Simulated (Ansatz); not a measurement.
# MnO2 (I4/m) in Ansatz: notebook

One crystal, MnO2, is run at these levels: PBE; tasks: single point.

All numbers are computed with Ansatz 0.2.0; they aren't measurements. Logs are shortened: lines on timing, memory, paths and dates and some standing lists are left out, and cuts for length are marked.

### 1 The structure

It takes space group I4/m (No. 87, tetragonal). Conventional cell: a = 9.815 Å, b = 9.815 Å, c = 2.847 Å, α = 90.00°, β = 90.00°, γ = 90.00°. Mn (site symmetry m) is surrounded by 6 O at 1.88 to 1.90 Å. O (site symmetry m) has 3 Mn at 1.89 to 1.90 Å as nearest neighbours. O (site symmetry m) is surrounded by 3 Mn at 1.88 to 1.90 Å.

Measurements of this composition are mostly on another form, of space group No. 136.

### 2 Single point, PBE

Contents of input.yaml:

```yaml
crystal:
  lattice:
    - [-4.9075, 4.9075, 1.4235]
    - [4.9075, -4.9075, 1.4235]
    - [4.9075, 4.9075, -1.4235]
  atoms:
    - { symbol: Mn, position: [0.83, 0.65, 0.48] }
    - { symbol: Mn, position: [0.65, 0.17, 0.82] }
    - { symbol: Mn, position: [0.17, 0.35, 0.52] }
    - { symbol: Mn, position: [0.35, 0.83, 0.18] }
    - { symbol: O, position: [0.458, 0.16, 0.618] }
    - { symbol: O, position: [0.16, 0.542, 0.702] }
    - { symbol: O, position: [0.542, 0.84, 0.382] }
    - { symbol: O, position: [0.84, 0.458, 0.298] }
    - { symbol: O, position: [0.205, 0.16, 0.365] }
    - { symbol: O, position: [0.16, 0.795, 0.955] }
    - { symbol: O, position: [0.795, 0.84, 0.635] }
    - { symbol: O, position: [0.84, 0.205, 0.045] }
hamiltonian:
  xc: pbe
  pseudopotentials: { kind: paw }
kpoints:
  mp_grid: { grid: [10, 10, 10] }
scf:
  occupations: { method: fermi_dirac, width: 0.05 }
output:
  forces: true
  stress: true
  eigenvalues: true
```

Potentials or basis: Ansatz PAW.

Started as:

```bash
> ansatz run input.yaml --threads 4 --pin off --max-ram 11264MiB --backend cpu --events-out ev --progress --plain --runs-dir out
```

The log of the run:

```text
Warning: RAYON_NUM_THREADS=4 ignored (pool sized by the plan → 4); use --threads N
basis.fft_grid_basis auto: the FFT boxes are laid along the combinations [[1, 1, 0], [0, 1, 0], [0, 0, 1]] of the cell's own vectors, 2.847, 7.085 and 7.085 Å long. The dense box has 20×48×48 points. Along the cell's own vectors, as sized, it would have 48×48×48, 2.40 times as many. Of the 8 symmetry operations that the crystal satisfies within crystal.symmetry.tolerance (time reversal apart; of a slab, those that keep its plane) the dense box along the cell's own vectors carries 8, and the one as laid loses 6 of those. basis.fft_grid_basis: typed keeps the cell's own vectors: state it where this run's energies or levels are differenced outside the engine with another run's, or held beside a run that keeps those vectors.
Engine: ansatz 0.2.0, aarch64-unknown-linux-gnu
Pseudopotentials: kind: paw
Pseudopotential: Mn, paw, valence charge 15, recommended cutoff 420 eV (normal), Mn.paw.azcp
Pseudopotential: O, paw, valence charge 6, recommended cutoff 420 eV (normal), O.paw.azcp
Functional definition: PBE
  parameter kappa = 0.804
  parameter beta = 0.06672455060314922
  exchange = pbe_x(kappa = kappa, mu = beta*pi^2/3)
  correlation = pbe_c(beta = beta)
Crystal: 12 atoms, lattice volume = 137.132 Å³
Basis set: ecut = 420 eV, 2673 PW (Γ), FFT grids on a1+a2, a2, a3, exchange–correlation on 40×96×96 points (8 copies of the dense FFT grid, shifted against one another)
Bands: 66, of which v1, the nominal top of the filled ones, is band 54 counted from 1 (53 counted from 0)
Symmetry: 8 space group operations
Space group: I4/m (ITA 87), of the structure as read, at distance tolerance 5.2e-5 Å
k-points: 144 of 1000
Non-local potential: Mn, projectors of the file, l = 0: 3, l = 1: 2, l = 2: 3, l = 3: 1
Non-local potential: O, projectors of the file, l = 0: 2, l = 1: 2, l = 2: 1
PAW form: soft (Blöchl's): semilocal exchange-correlation on the pseudo side does not see the compensation charge
PAW one-centre angular grid: Mn, 590 points (default); XC on 64 Gauss nodes
PAW one-centre angular grid: O, 110 points (default); XC on 64 Gauss nodes
Initial density: superposition of atomic densities (neutral atoms: chi_scale 0, normalization atom), corrected by the library's trained network
Initial wavefunctions: pseudopotential atomic-orbital guess
Functional: x = pbe(κ = 0.804, μ = 0.2195149727645171), c = pbe(β = 0.06672455060314922)
SCF iter   1: F=—  HF=-20131.547188 eV  |F-HF|=—  |Δ(HF+E_count)|=         —  Δρ=9.92e-3  dr2=6.96e-2  ethr=1.77e-3  ⟨swp⟩=6.0  Hψ=33385  notcnv=0  defer=5
preconditioner: auto → LDOS  [metal: Δε(μ)=0.001 eV  Ē_g=8.296 eV  σ=0.050 eV  W_gap=0.00  n_scr=32 (ndim 8)  ℏωp=27.6 eV  f_vac=0.210  D(μ)=19.47/eV (n_scr^D=298)  β→1.0]
SCF iter   2: F=—  HF=-20131.556316 eV  |F-HF|=—  |Δ(HF+E_count)|=   9.13e-3  Δρ=9.44e-3  dr2=3.50e-2  ethr=6.44e-5  ⟨swp⟩=2.3  Hψ=18455  notcnv=0  defer=272
SCF iter   3: F=—  HF=-20131.546029 eV  |F-HF|=—  |Δ(HF+E_count)|=   1.03e-2  Δρ=2.58e-3  dr2=7.34e-3  ethr=3.24e-5  ⟨swp⟩=2.8  Hψ=17154  notcnv=0  defer=272
SCF iter   4: F=—  HF=-20131.545517 eV  |F-HF|=—  |Δ(HF+E_count)|=   5.12e-4  Δρ=1.01e-3  dr2=9.10e-4  ethr=6.80e-6  ⟨swp⟩=1.9  Hψ=9549  notcnv=0  defer=272
SCF iter   5: F=—  HF=-20131.545435 eV  |F-HF|=—  |Δ(HF+E_count)|=   8.14e-5  Δρ=3.99e-4  dr2=1.20e-4  ethr=8.43e-7  ⟨swp⟩=2.4  Hψ=15080  notcnv=0  defer=272
SCF iter   6: F=—  HF=-20131.545432 eV  |F-HF|=—  |Δ(HF+E_count)|=   3.38e-6  Δρ=1.74e-4  dr2=1.11e-5  ethr=1.11e-7  ⟨swp⟩=2.0  Hψ=13009  notcnv=0  defer=272
SCF iter   7: F=—  HF=-20131.545542 eV  |F-HF|=—  |Δ(HF+E_count)|=   1.10e-4  Δρ=3.09e-5  dr2=9.43e-7  ethr=1.03e-8  ⟨swp⟩=2.1  Hψ=14330  notcnv=0  defer=272
SCF iter   8: F=-20131.545542 eV  HF=-20131.545542 eV  |F-HF|=2.68e-8  |Δ(HF+E_count)|=   2.16e-7  Δρ=9.20e-6  dr2=6.93e-8  ethr=9.26e-11  ⟨swp⟩=8.7  Hψ=46069  notcnv=0
SCF 1 converged in 8 iterations: F = -20131.545542 eV  dr2 = 6.93e-8
SCF converged after 8 iterations
Free energy (F): -20131.545542 eV
Harris-Foulkes:  -20131.545542 eV  (|F-HF|=2.68e-8)
Internal energy: -20131.387146 eV  (E = F + TS)
E sigma→0 (E₀):  -20131.466344 eV
Entropy (-TS):   -0.158397 eV (-13.200 meV/atom)
Fermi energy:    7.587023 eV
--- Per-component energies (eV) ---
  E_band       = -1509.604199
  E_kinetic    = 2602.547569
  E_local      = -16499.273180  (includes V_loc(G=0)·N_el)
  E_nonlocal   = 1325.324659
  E_hartree    = 6913.032041
  E_xc         = -1041.470589
  E_vxc        = -1330.955017  (∫ρ·V_xc dr)
  E_paw        = -6436.538658  (= ΣΔE_a)
  E_vpaw       = -1433.304051  (= ΣTr[D̂ρ^β])
  E_aug_tail   = 0.019081  (compensation charges beyond the density's cutoff)
  E_ewald      = -6995.028068
  E_smearing   = -0.158397  (= −TS)
  E_closure    = 0.000000  (closes the sum)
  Σ components = -20131.545542   (vs F -20131.545542, Δ=0.00e0)
--- Forces (eV/Å), atoms counted from 1 ---
  atom   1  Mn    -1.21533906     0.68030525     0.00000000
  atom   2  Mn    -0.68030525    -1.21533906    -0.00000000
  atom   3  Mn     1.21533906    -0.68030525     0.00000000
  atom   4  Mn     0.68030525     1.21533906     0.00000000
  atom   5  O      0.38456577     0.27748532     0.00000000
  atom   6  O     -0.27748532     0.38456577    -0.00000000
  atom   7  O     -0.38456577    -0.27748532     0.00000000
  atom   8  O      0.27748532    -0.38456577    -0.00000000
  atom   9  O     -0.00802883     0.11672228     0.00000000
  atom  10  O     -0.11672228    -0.00802883     0.00000000
  atom  11  O      0.00802883    -0.11672228     0.00000000
  atom  12  O      0.11672228     0.00802883     0.00000000
  max |Σ_I F_I| component: 1.25e-16 eV/Å
--- Stress (GPa, compression-positive) ---
       -4.163376       0.000002      -0.000000
       -0.000002      -4.163376       0.000000
       -0.000000       0.000000      -6.927156
  P = ⅓ Tr σ = -5.0846 GPa (-50.846 kbar)
--- Band table (eV; the first three rows and the last of 144) ---
  k-point 0: bands = ["-72.4794", "-72.4780", "-72.4699", "-72.4699", "-41.2844", "-41.2714", "-41.2127", "-41.2127", "-41.1885", "-41.1775", "-41.1775", "-41.1762", "-41.1762", "-41.1753", "-41.1617", "-41.1575", "-12.4999", "-11.8343", "-11.2300", "-11.2300", "-10.7297", "-10.5406", "-10.4108", "-10.4108", "0.6786", "0.6786", "1.0885", "1.1152", "1.6515", "1.8907", "2.0556", "2.0556", "2.4233", "2.4282", "2.7230", "2.8617", "2.8617", "3.6751", "4.1229", "4.1229", "4.6282", "4.6282", "4.6872", "4.6929", "5.5210", "5.6118", "5.6464", "5.6464", "6.8903", "7.1447", "7.2092", "7.2396", "7.2396", "7.2792", "7.2792", "7.4782", "7.9273", "7.9527", "7.9527", "8.7368", "9.8569", "10.0850", "10.0850", "10.6833", "10.8765", "10.8808"]
  k-point 1: bands = ["-72.4794", "-72.4781", "-72.4699", "-72.4699", "-41.2841", "-41.2718", "-41.2127", "-41.2126", "-41.1882", "-41.1775", "-41.1775", "-41.1767", "-41.1763", "-41.1750", "-41.1616", "-41.1576", "-12.4886", "-11.8580", "-11.2297", "-11.2245", "-10.7206", "-10.5432", "-10.4106", "-10.4099", "0.6569", "0.6734", "1.0905", "1.1134", "1.6764", "1.8828", "2.0525", "2.0551", "2.4263", "2.4302", "2.6503", "2.8816", "2.9833", "3.6527", "4.1144", "4.1195", "4.4576", "4.6463", "4.7203", "4.8438", "5.4203", "5.5888", "5.6103", "5.7412", "6.8967", "7.1128", "7.1524", "7.2352", "7.2791", "7.2981", "7.2989", "7.4897", "7.8204", "7.9573", "8.0681", "8.7293", "9.7939", "10.0820", "10.1647", "10.6836", "10.8519", "10.8786"]
  k-point 2: bands = ["-72.4793", "-72.4782", "-72.4699", "-72.4698", "-41.2832", "-41.2728", "-41.2129", "-41.2124", "-41.1874", "-41.1777", "-41.1776", "-41.1775", "-41.1763", "-41.1746", "-41.1613", "-41.1579", "-12.4555", "-11.9214", "-11.2290", "-11.2122", "-10.6964", "-10.5508", "-10.4101", "-10.4076", "0.6045", "0.6606", "1.0906", "1.1085", "1.7408", "1.8714", "2.0445", "2.0536", "2.4322", "2.4371", "2.5688", "2.9358", "3.1895", "3.5939", "4.0951", "4.1103", "4.2868", "4.6803", "4.7949", "4.9318", "5.3585", "5.5167", "5.5236", "5.8371", "6.9083", "7.0503", "7.0909", "7.2257", "7.2780", "7.3322", "7.3643", "7.5174", "7.7222", "7.9708", "8.1926", "8.7067", "9.6958", "10.0743", "10.3111", "10.6847", "10.8267", "10.8726"]
  k-point 143: bands = ["-72.4787", "-72.4787", "-72.4705", "-72.4692", "-41.2780", "-41.2780", "-41.2167", "-41.2087", "-41.1816", "-41.1816", "-41.1804", "-41.1796", "-41.1754", "-41.1723", "-41.1596", "-41.1596", "-12.1439", "-12.1439", "-11.7288", "-10.8401", "-10.5953", "-10.5953", "-10.4113", "-10.4096", "0.2084", "0.9575", "1.0910", "1.0910", "1.8284", "1.8284", "1.9431", "2.1385", "2.1409", "2.4450", "2.4450", "3.6850", "3.6850", "3.7276", "3.8903", "4.0949", "4.1118", "4.7463", "4.7463", "4.7885", "5.1311", "5.1311", "5.6573", "5.7836", "6.8357", "7.0901", "7.0901", "7.1825", "7.2088", "7.3683", "7.3683", "7.4503", "7.7289", "8.3377", "8.5006", "8.5006", "9.2646", "10.5701", "10.5701", "10.7010", "10.7754", "10.7754"]
```

It took 22 s on 4 threads of Arm Neoverse V2, shared host; peak memory 1.1 GiB.

What came out:

| Property | Result |
| --- | --- |
| Free energy | -20131.5455 eV |
| Pressure | -5.1 GPa |
| Largest force | 1.393 eV/Å |
| Band gap on the k mesh | none (metal or under the smearing width) |

Forces in eV/Å, atoms in the order of the input:
```
Mn  -1.215  0.680  0.000
Mn  -0.680 -1.215  0.000
Mn   1.215 -0.680  0.000
Mn   0.680  1.215  0.000
O    0.385  0.277  0.000
O   -0.277  0.385  0.000
O   -0.385 -0.277  0.000
O    0.277 -0.385  0.000
O   -0.008  0.117  0.000
O   -0.117 -0.008  0.000
O    0.008 -0.117  0.000
O    0.117  0.008  0.000
```

Caveat: the pressure holds a Pulay correction of +0.7 GPa for the finite cutoff; the run has no spin polarisation, though such a crystal can be magnetic; semilocal functionals often make such compounds metallic where correlation or magnetic order opens a gap, which also shifts bond lengths; forces of over 1 eV/Å show positions far from the minimum, so gaps and moduli don't describe the material at rest.

(Continued in part 2 of 2.)
